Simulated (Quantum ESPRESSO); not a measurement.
# MnO (Fm-3m) in Quantum ESPRESSO: reference runs

Reference runs on MnO: the cell as given and a disturbed copy.

Everything below comes from runs of Quantum ESPRESSO 7.5. Logs are shortened: lines on timing, memory, paths and dates and some standing lists are left out, and cuts for length are marked.

## Step 1: The crystal as given

The structure is cubic, space group Fm-3m (No. 225). The conventional cell has a = 4.448 Å, b = 4.448 Å, c = 4.448 Å, α = 90.00°, β = 90.00°, γ = 90.00°. Mn (site symmetry m-3m) is surrounded by 6 O at 2.22 Å. O (site symmetry m-3m) is surrounded by 6 Mn at 2.22 Å.

The cell is a database's computed one.

## Step 2: Single point, PBEsol, collinear spin, ferromagnetic start

File pw.in:

```
&CONTROL
  calculation = 'scf'
  prefix = 'pwscf'
  outdir = './tmp'
  pseudo_dir = './pseudo'
  tprnfor = .true.
  tstress = .true.
  disk_io = 'low'
/
&SYSTEM
  ibrav = 0
  nat = 2
  ntyp = 2
  ecutwfc = 45
  ecutrho = 360
  nbnd = 20
  occupations = 'smearing'
  smearing = 'fd'
  degauss = 0.00367493
  nspin = 2
  starting_magnetization(1) = 0.2667
  starting_magnetization(2) = 0
/
&ELECTRONS
  conv_thr = 4d-10
  electron_maxstep = 120
  mixing_beta = 0.3
/
ATOMIC_SPECIES
Mn    54.9380 mn_pbesol_v1.5.uspp.F.UPF
O     15.9990 o_pbesol_v1.2.uspp.F.UPF
CELL_PARAMETERS angstrom
   0.0000000000    2.2239077028    2.2239077028
   2.2239077028    0.0000000000    2.2239077028
   2.2239077028    2.2239077028    0.0000000000
ATOMIC_POSITIONS crystal
Mn     0.0000000000    0.0000000000    0.0000000000
O      0.5000000000    0.5000000000    0.5000000000
K_POINTS automatic
10 10 10 0 0 0
```

File pp_density.in:

```
&INPUTPP
  prefix = 'pwscf'
  outdir = './tmp'
  filplot = 'density.dat'
  plot_num = 0
/
&PLOT
  nfile = 1
  filepp(1) = 'density.dat'
  iflag = 3
  output_format = 6
  fileout = 'density.cube'
/
```

File pp_potential.in:

```
&INPUTPP
  prefix = 'pwscf'
  outdir = './tmp'
  filplot = 'potential.dat'
  plot_num = 11
/
&PLOT
  nfile = 1
  filepp(1) = 'potential.dat'
  iflag = 3
  output_format = 6
  fileout = 'potential.cube'
/
```

File pp_spin.in:

```
&INPUTPP
  prefix = 'pwscf'
  outdir = './tmp'
  filplot = 'spin.dat'
  plot_num = 6
/
&PLOT
  nfile = 1
  filepp(1) = 'spin.dat'
  iflag = 3
  output_format = 6
  fileout = 'spin.cube'
/
```

Potentials or basis: GBRV 1.5 PBEsol.

On the command line:

```sh
OMP_NUM_THREADS=1 mpirun -n 2 pw.x -nk 2 -in pw.in > pw.out
OMP_NUM_THREADS=1 mpirun -n 1 pp.x -in pp_density.in > pp_density.out
OMP_NUM_THREADS=1 mpirun -n 1 pp.x -in pp_potential.in > pp_potential.out
OMP_NUM_THREADS=1 mpirun -n 1 pp.x -in pp_spin.in > pp_spin.out
```

pw.out:

```text
This program is part of the open-source Quantum ESPRESSO suite
     for quantum simulation of materials; please cite
         "P. Giannozzi et al., J. Phys.:Condens. Matter 21 395502 (2009);
         "P. Giannozzi et al., J. Phys.:Condens. Matter 29 465901 (2017);
         "P. Giannozzi et al., J. Chem. Phys. 152 154105 (2020);
     in publications or presentations arising from this work. More details at

     Message from routine setup:
     using ibrav=0 with symmetry is DISCOURAGED, use correct ibrav instead

     K-points division:     npool     =       2
     Subspace diagonalization in iterative solution of the eigenvalue problem:
     a serial algorithm will be used

     G-vector sticks info
     --------------------
     sticks:   dense  smooth     PW     G-vecs:    dense   smooth      PW
     Sum         871     433    151                17153     5985    1139

     Using Slab Decomposition

     bravais-lattice index     =            0
     lattice parameter (alat)  =       5.9433  a.u.
     unit-cell volume          =     148.4489 (a.u.)^3
     number of atoms/cell      =            2
     number of atomic types    =            2
     number of electrons       =        21.00
     number of Kohn-Sham states=           20
     kinetic-energy cutoff     =      45.0000  Ry
     charge density cutoff     =     360.0000  Ry
     scf convergence threshold =      4.0E-10
     mixing beta               =       0.3000
     number of iterations used =            8  plain     mixing
     Exchange-correlation= SLA  PW   PSX  PSC
                           (   1   4  10   8   0   0   0)

     celldm(1)=   5.943341  celldm(2)=   0.000000  celldm(3)=   0.000000
     celldm(4)=   0.000000  celldm(5)=   0.000000  celldm(6)=   0.000000

     crystal axes: (cart. coord. in units of alat)
               a(1) = (   0.000000   0.707107   0.707107 )
               a(2) = (   0.707107   0.000000   0.707107 )
               a(3) = (   0.707107   0.707107   0.000000 )

     reciprocal axes: (cart. coord. in units 2 pi/alat)
               b(1) = ( -0.707107  0.707107  0.707107 )
               b(2) = (  0.707107 -0.707107  0.707107 )
               b(3) = (  0.707107  0.707107 -0.707107 )

     PseudoPot. # 1 for Mn read from file:
     mn_pbesol_v1.5.uspp.F.UPF
     Pseudo is Ultrasoft + core correction, Zval = 15.0
     Generated by new atomic code, or converted to UPF format
     Using radial grid of  859 points,  6 beta functions with:
                l(1) =   0
                l(2) =   0
                l(3) =   1
                l(4) =   1
                l(5) =   2
                l(6) =   2
     Q(r) pseudized with  8 coefficients,  rinner =    0.950   0.950   0.950
                                                       0.950   0.950

     PseudoPot. # 2 for O  read from file:
     o_pbesol_v1.2.uspp.F.UPF
     Pseudo is Ultrasoft + core correction, Zval =  6.0
     Generated by new atomic code, or converted to UPF format
     Using radial grid of  737 points,  5 beta functions with:
                l(1) =   0
                l(2) =   0
                l(3) =   1
                l(4) =   1
                l(5) =   2
     Q(r) pseudized with  8 coefficients,  rinner =    0.900   0.900   0.900
                                                       0.900   0.900

     atomic species   valence    mass     pseudopotential
     Mn               15.00    54.93800     Mn( 1.00)
     O                 6.00    15.99900     O ( 1.00)

     Starting magnetic structure
     atomic species   magnetization
     Mn              0.267
     O               0.000

     48 Sym. Ops., with inversion, found

   Cartesian axes

     site n.     atom                  positions (alat units)
         1        Mn     tau(   1) = (   0.0000000   0.0000000   0.0000000  )
         2        O      tau(   2) = (   0.7071068   0.7071068   0.7071068  )

     number of k points=    47  Fermi-Dirac smearing, width (Ry)=  0.0037
                       cart. coord. in units 2pi/alat
        k(    1) = (   0.0000000   0.0000000   0.0000000), wk =   0.0010000
        k(    2) = (   0.0707107   0.0707107  -0.0707107), wk =   0.0080000
        k(    3) = (   0.1414214   0.1414214  -0.1414214), wk =   0.0080000
        k(    4) = (   0.2121320   0.2121320  -0.2121320), wk =   0.0080000
        k(    5) = (   0.2828427   0.2828427  -0.2828427), wk =   0.0080000
        k(    6) = (  -0.3535534  -0.3535534   0.3535534), wk =   0.0040000
[... 39 lines left out ...]
        k(   46) = (  -0.0707107  -0.3535534   0.6363961), wk =   0.0240000
        k(   47) = (  -0.7071068   0.2828427   0.0000000), wk =   0.0120000

     Dense  grid:    17153 G-vectors     FFT dimensions: (  36,  36,  36)

     Smooth grid:     5985 G-vectors     FFT dimensions: (  25,  25,  25)

     Check: negative core charge=   -0.000018
     Generating pointlists ...
     new r_m :   0.2917 (alat units)  1.7336 (a.u.) for type    1
     new r_m :   0.2917 (alat units)  1.7336 (a.u.) for type    2

     Initial potential from superposition of free atoms

     starting charge      20.4999, renormalised to      21.0000
     Starting wfcs are   17 randomized atomic wfcs +    3 random wfcs

     Self-consistent Calculation

     iteration #  1     ecut=    45.00 Ry     beta= 0.30
     Davidson diagonalization with overlap
     ethr =  1.00E-02,  avg # of iterations =  5.1

     total energy              =    -243.12727450 Ry
     estimated scf accuracy    <       0.76002236 Ry

     total magnetization       =     4.28 Bohr mag/cell
     absolute magnetization    =     4.28 Bohr mag/cell
[... 105 lines left out ...]
     iteration # 11     ecut=    45.00 Ry     beta= 0.30
     Davidson diagonalization with overlap
     ethr =  7.79E-11,  avg # of iterations =  1.4

     negative rho (up, down):  0.000E+00 2.969E-04

     Magnetic moment per site  (integrated on atomic sphere of radius R)
     atom   1 (R=0.292)  charge= 12.5936  magn=  4.0501
     atom   2 (R=0.292)  charge=  5.9146  magn=  0.2342

     End of self-consistent calculation

 ------ SPIN UP ------------

          k = 0.0000 0.0000 0.0000 (   749 PWs)   bands (ev):

   -68.2404 -37.0869 -37.0869 -37.0869  -7.0367   9.3661   9.3661   9.3661
     9.9553   9.9553   9.9553  10.4850  10.4850  12.5393  26.8954  29.2092
    29.2092  29.2092  32.5930  32.5930

          k = 0.0707 0.0707-0.0707 (   743 PWs)   bands (ev):

   -68.2398 -37.0931 -37.0876 -37.0876  -6.9496   8.4886   8.8324   8.8324
    10.0732  10.0732  10.2064  11.0269  11.0269  13.2427  25.7972  28.8672
    28.8672  29.4586  31.9353  31.9353
[... 169 lines left out ...]
          k =-0.7071 0.0000 0.0000 (   740 PWs)   bands (ev):

   -68.2316 -37.1450 -37.1107 -37.1107  -6.0655   6.0843   8.3113   8.3113
     8.9278  10.9191  11.1467  11.1467  11.2749  18.0331  20.8379  23.3758
    26.6181  26.6181  36.9963  39.0151

          k = 0.2828 0.1414 0.0000 (   766 PWs)   bands (ev):

   -68.2368 -37.1150 -37.0978 -37.0921  -6.5495   6.5098   7.9004   8.1347
     9.9984  10.6828  10.9349  11.1052  12.2770  15.7745  23.6716  24.9776
    27.4539  28.6303  33.1669  34.4860

          k = 0.3536 0.2121-0.0707 (   759 PWs)   bands (ev):

   -68.2351 -37.1289 -37.1029 -37.0946  -6.2981   5.8853   7.3836   7.6311
    10.2245  10.8183  11.0764  11.6178  12.8357  16.8590  22.2319  23.7632
    26.3861  29.6719  33.9849  34.4908
[... 79 lines left out ...]
          k =-0.7071 0.2828 0.0000 (   752 PWs)   bands (ev):

   -68.2316 -37.1332 -37.1226 -37.1113  -5.9753   6.4381   6.9305   7.0212
    10.4514  10.9419  11.1474  11.1906  12.1587  19.7502  21.0487  21.6196
    24.2934  30.1674  33.0207  38.6188

 ------ SPIN DOWN ----------

          k = 0.0000 0.0000 0.0000 (   749 PWs)   bands (ev):

   -63.3224 -32.2748 -32.2748 -32.2748  -6.5491   9.8094   9.8094   9.8094
    13.8644  13.9241  13.9241  13.9241  14.5780  14.5780  27.6200  30.8102
    30.8102  30.8102  34.9316  34.9316

          k = 0.0707 0.0707-0.0707 (   743 PWs)   bands (ev):

   -63.3216 -32.2829 -32.2757 -32.2757  -6.4648   9.1920   9.6148   9.6148
    13.9573  14.0438  14.0438  14.5121  14.8243  14.8243  26.9644  30.5020
    30.5020  30.8512  33.9665  33.9665
[... 169 lines left out ...]
          k =-0.7071 0.0000 0.0000 (   740 PWs)   bands (ev):

   -63.3116 -32.3487 -32.3048 -32.3048  -5.6030   6.7108   8.8218   8.8218
    12.3049  15.1807  15.3841  15.6338  15.6338  20.0556  21.8298  25.4561
    28.1016  28.1016  38.4721  40.0537

          k = 0.2828 0.1414 0.0000 (   766 PWs)   bands (ev):

   -63.3180 -32.3112 -32.2885 -32.2811  -6.0783   7.4514   8.9695   9.0470
    13.6958  14.7351  14.8299  14.9087  15.5824  17.3402  25.2745  26.7292
    29.2278  30.1380  34.4304  36.1673

          k = 0.3536 0.2121-0.0707 (   759 PWs)   bands (ev):

   -63.3158 -32.3293 -32.2950 -32.2841  -5.8367   6.8135   8.5111   8.6717
    13.9380  14.9669  15.1471  15.3241  16.2433  18.2848  23.8973  25.4468
    28.0358  31.1540  35.3800  35.9879
[... 79 lines left out ...]
          k =-0.7071 0.2828 0.0000 (   752 PWs)   bands (ev):

   -63.3116 -32.3336 -32.3200 -32.3058  -5.5200   7.1777   7.7511   7.9992
    13.9345  14.9059  15.3617  15.6352  16.0695  21.6108  22.3394  23.2226
    25.8733  31.5918  34.2129  40.0376

     the Fermi energy is    13.1740 ev

!    total energy              =    -243.33191912 Ry
     estimated scf accuracy    <          3.7E-10 Ry
     smearing contrib. (-TS)   =      -0.00057853 Ry
     internal energy E=F+TS    =    -243.33134059 Ry

     The total energy is F=E-TS. E is the sum of the following terms:
     one-electron contribution =    -109.51452369 Ry
     hartree contribution      =      65.60714223 Ry
     xc contribution           =     -33.71597908 Ry
     ewald contribution        =    -165.70798005 Ry

     total magnetization       =     4.78 Bohr mag/cell
     absolute magnetization    =     4.78 Bohr mag/cell

     convergence has been achieved in  11 iterations

     negative rho (up, down):  0.000E+00 2.969E-04

     Forces acting on atoms (cartesian axes, Ry/au):

     atom    1 type  1   force =    -0.00000000    0.00000000   -0.00000000
     atom    2 type  2   force =    -0.00000000   -0.00000000    0.00000000

     Total force =     0.000000     Total SCF correction =     0.000000

     Computing stress (Cartesian axis) and pressure

     negative rho (up, down):  0.000E+00 2.969E-04
          total   stress  (Ry/bohr**3)                   (kbar)     P=      -68.75
  -0.00046737   0.00000000   0.00000000          -68.75        0.00        0.00
   0.00000000  -0.00046737   0.00000000            0.00      -68.75        0.00
   0.00000000   0.00000000  -0.00046737            0.00        0.00      -68.75

=------------------------------------------------------------------------------=
   JOB DONE.
=------------------------------------------------------------------------------=
```

Run time: 14 s. Hardware: 2 MPI ranks of Arm Neoverse V2, shared host; peak memory 0.18 GiB.

Results:

* Free energy: -3310.6994 eV
* Pressure: -6.9 GPa
* Band gap on the k mesh: none (metal or under the smearing width)
* Net moment: 4.78 μB per cell
* Absolute moment: 4.78 μB per cell
* Site moments: Mn +4.05; O +0.23 μB
* Valence electrons inside the program's atomic spheres: Mn 12.59; O 5.91

Caveat: a cell with one magnetic atom can't hold antiferromagnetic order, which such compounds often take; semilocal functionals often make such compounds metallic where correlation or magnetic order opens a gap, which also shifts bond lengths.

## Step 3: Single point, PBEsol, collinear spin, ferromagnetic start (atoms moved at random, drawn with an rms of 0.05 Å)

pw.in: that of step 2 with these lines changed.

```diff
@@ -7,3 +7,3 @@
   tstress = .true.
-  disk_io = 'low'
+  disk_io = 'nowf'
 /
@@ -36,4 +36,4 @@
 ATOMIC_POSITIONS crystal
-Mn     0.0000000000    0.0000000000    0.0000000000
-O      0.5000000000    0.5000000000    0.5000000000
+Mn    -0.0126510000   -0.0075210000    0.0171370000
+O      0.5049650000    0.5119520000    0.4910400000
 K_POINTS automatic
```

Potentials or basis: GBRV 1.5 PBEsol.

On the command line:

```sh
OMP_NUM_THREADS=1 mpirun -n 2 pw.x -nk 2 -in pw.in > pw.out
```

pw.out:

```text
This program is part of the open-source Quantum ESPRESSO suite
     for quantum simulation of materials; please cite
[... 7 lines left out ...]
     a serial algorithm will be used

     G-vector sticks info
     --------------------
     sticks:   dense  smooth     PW     G-vecs:    dense   smooth      PW
     Sum         871     433    151                17153     5985    1139

     Using Slab Decomposition

     bravais-lattice index     =            0
     lattice parameter (alat)  =       5.9433  a.u.
     unit-cell volume          =     148.4489 (a.u.)^3
     number of atoms/cell      =            2
     number of atomic types    =            2
     number of electrons       =        21.00
     number of Kohn-Sham states=           20
     kinetic-energy cutoff     =      45.0000  Ry
     charge density cutoff     =     360.0000  Ry
     scf convergence threshold =      4.0E-10
     mixing beta               =       0.3000
     number of iterations used =            8  plain     mixing
     Exchange-correlation= SLA  PW   PSX  PSC
                           (   1   4  10   8   0   0   0)

[... 227 lines left out ...]
     Number of k-points >= 100: set verbosity='high' to print the bands.

     the Fermi energy is    13.1703 ev

!    total energy              =    -243.33105671 Ry
     estimated scf accuracy    <          1.2E-10 Ry
     smearing contrib. (-TS)   =      -0.00055450 Ry
     internal energy E=F+TS    =    -243.33050222 Ry

     The total energy is F=E-TS. E is the sum of the following terms:
     one-electron contribution =    -109.64406648 Ry
     hartree contribution      =      65.67364055 Ry
     xc contribution           =     -33.71919126 Ry
     ewald contribution        =    -165.64088503 Ry

     total magnetization       =     4.79 Bohr mag/cell
     absolute magnetization    =     4.79 Bohr mag/cell

     convergence has been achieved in  13 iterations

     negative rho (up, down):  0.000E+00 6.228E-05

     Forces acting on atoms (cartesian axes, Ry/au):

     atom    1 type  1   force =    -0.00168018   -0.00215555    0.01045364
     atom    2 type  2   force =     0.00168018    0.00215555   -0.01045364

     Total force =     0.015281     Total SCF correction =     0.000009

     Computing stress (Cartesian axis) and pressure

     negative rho (up, down):  0.000E+00 6.228E-05
          total   stress  (Ry/bohr**3)                   (kbar)     P=      -62.25
  -0.00044884  -0.00000072   0.00000337          -66.03       -0.11        0.50
  -0.00000072  -0.00044739   0.00000433           -0.11      -65.81        0.64
   0.00000337   0.00000433  -0.00037334            0.50        0.64      -54.92

=------------------------------------------------------------------------------=
   JOB DONE.
=------------------------------------------------------------------------------=
```

Wall time 1.7 min (2 MPI ranks of Arm Neoverse V2, shared host); peak memory 0.38 GiB.

What came out:

- Free energy: -3310.6877 eV
- Pressure: -6.2 GPa
- Largest force: 0.278 eV/Å
- Band gap on the k mesh: none (metal or under the smearing width)
- Net moment: 4.79 μB per cell
- Absolute moment: 4.79 μB per cell
- Site moments: Mn +3.98; O +0.23 μB
- Valence electrons inside the program's atomic spheres: Mn 12.43; O 5.74

Forces on the atoms (eV/Å):
```
Mn  -0.043 -0.055  0.269
O    0.043  0.055 -0.269
```

Stress tensor (GPa, compression positive):
```
-6.60 -0.01  0.05
-0.01 -6.58  0.06
 0.05  0.06 -5.49
```

Levels at points of the mesh, in eV from the Fermi level:
Spin up:
```csv
k point,band 10,band 11,band 12,band 13,band 14,band 15,band 16,band 17
"(0.00, 0.00, 0.00)",-3.07,-3.05,-2.67,-2.47,-0.64,13.70,16.00,16.01
"(0.00, 0.00, -0.50)",-2.30,-1.87,0.20,0.21,3.33,7.58,11.66,11.69
"(0.00, -0.50, -0.50)",-2.20,-2.02,-2.02,-1.90,4.84,7.67,10.14,13.48
"(0.50, 0.50, 0.50)",-2.30,-1.87,0.17,0.19,3.35,7.59,11.67,11.71
"(-0.50, 0.00, 0.00)",-2.30,-1.87,0.17,0.20,3.34,7.59,11.67,11.70
"(0.00, -0.50, 0.00)",-2.30,-1.87,0.18,0.21,3.34,7.58,11.67,11.70
"(-0.50, 0.00, -0.50)",-2.20,-2.02,-2.02,-1.90,4.84,7.67,10.14,13.49
"(-0.50, -0.50, 0.00)",-2.24,-2.02,-2.02,-1.90,4.80,7.75,10.20,13.45
```
Spin down:
```tsv
k point	band 4	band 5	band 6	band 7	band 8	band 9	band 10	band 11	band 12	band 13
(0.00, 0.00, 0.00)	-45.44	-19.72	-3.42	-3.39	-3.39	0.69	0.76	0.79	0.80	1.42
(0.00, 0.00, -0.50)	-45.45	-18.75	-7.42	-4.87	-4.86	1.97	2.01	2.02	3.64	3.69
(0.00, -0.50, -0.50)	-45.47	-18.78	-6.46	-4.39	-4.37	-0.80	2.04	2.21	2.46	2.47
(0.50, 0.50, 0.50)	-45.45	-18.75	-7.42	-4.85	-4.85	1.95	2.00	2.02	3.54	3.68
(-0.50, 0.00, 0.00)	-45.45	-18.75	-7.42	-4.86	-4.84	1.96	2.00	2.02	3.57	3.69
(0.00, -0.50, 0.00)	-45.45	-18.75	-7.42	-4.87	-4.85	1.96	2.00	2.02	3.58	3.69
(-0.50, 0.00, -0.50)	-45.47	-18.78	-6.46	-4.39	-4.37	-0.80	2.04	2.21	2.46	2.47
(-0.50, -0.50, 0.00)	-45.47	-18.78	-6.45	-4.35	-4.35	-0.86	2.02	2.20	2.46	2.46
```

Caveat: a cell with one magnetic atom can't hold antiferromagnetic order, which such compounds often take; semilocal functionals often make such compounds metallic where correlation or magnetic order opens a gap, which also shifts bond lengths.
